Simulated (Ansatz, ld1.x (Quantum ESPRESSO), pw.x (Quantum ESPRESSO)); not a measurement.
**vanadium: one change to the ultrasoft potential, in the atom and in the fcc crystal**

ld1.x (Quantum ESPRESSO) 7.5 input, shortened:

```
&input
   title='V', zed=23., rel=1, dft='PBE', iswitch=3,
   config='[Ar] 3d3.5 4s1.5 4p0'
 /
 &inputp
   pseudotype=3, tm=.true., lloc=-1, rcloc=2.55,
   nlcc=.false.,
   which_augfun='PSQ', rmatch_augfun=1.60
 /
6
4S  1  0   1.50   0.00  2.80  3.45  0.0
4S  1  0   0.00   3.80  2.80  3.45  0.0
4P  2  1   0.00   0.00  2.70  3.40  0.0
4P  2  1   0.00   0.20  2.70  3.40  0.0
3D  3  2   3.50   0.00  1.75  2.40  0.0
3D  3  2   0.00   4.00  1.75  2.40  0.0
 &test
   configts(1)='3d3.5 4s1.5 4p0'
 /
```

Change: local potential all-electron potential smoothed inside 3.00 bohr (lloc = -1).

Cutoffs, loose and tight: the cutoffs (Ry, on a coarse ladder) from which the occupation-weighted sum of valence levels, in a spherical-Bessel basis at the reference potential, stays within 10 and 1 mRy of its value at 400 Ry. They do not see the model core or the augmentation charge, which bear on the density cutoff. Test errors are all-electron minus pseudo excitation energies from the reference, over the configurations 3d3 4s2 4p0; 3d3 4s1 4p0; 3d3 4s0 4p0; 3d4 4s1 4p0; 3d3 4s0 4p1; 3d2 4s2 4p1; 3d2 4s0 4p0; variants that change the core or the reference have their own tests.

Crystal test: fcc V in pw.x 7.5, no spin, 15³ k-points, Fermi–Dirac smearing 0.01 Ry, cutoffs set for each file from its atomic test. The reference is all-electron LAPW (Ansatz 0.2.0) with the same functional, mesh and smearing; V0 and B0 come from Birch–Murnaghan fits to the pressures at five volumes. Errors are pseudo minus all-electron; Δ is the rms difference of the E(V) curves that follow from these fits, minima aligned, over ±6 % about the mean V0. Mesh and smearing are coarse, so the numbers serve the comparison and aren't converged zero-temperature values; the lattice is a test structure that the element need not adopt.

All-electron: a0 = 3.820 Å (V0 = 13.94 Å³/atom), B0 = 173.4 GPa.

Question: Does the change bring the crystal closer to the all-electron result?

Answer: The mean pressure error goes from +40.62 to +23.43 GPa, so the change moves the solid closer to the all-electron pressures. Neither pressure curve crosses zero within the volumes sampled, so no fits are given.

| quantity | base | changed |
| --- | --- | --- |
| outcome (atom) | generated | generated |
| cutoff, loose (atom) | 18 Ry | 18 Ry |
| cutoff, tight (atom) | 30 Ry | 25 Ry |
| bound ghosts (atom) | none | none |
| largest test error (meV) (atom) | +119 over the solved tests; 1 of 7 tests not solved or not reliable | -125 |
| cutoffs in pw.x (Ry) | 40/320 | 40/320 |
| mean pressure error (GPa) | +40.62 | +23.43 |

Base: The largest radius (3.45 bohr) exceeds half the bond length (2.55 bohr), so the spheres overlap, which is one possible source of error among others. This is a poor potential for the solid. Atomic configuration tests: 1 of 7 tests not solved or not reliable. Changed file: The largest radius (3.45 bohr) exceeds half the bond length (2.55 bohr), so the spheres overlap, which is one possible source of error among others. This is a poor potential for the solid. The atomic cutoffs weigh occupied waves only.
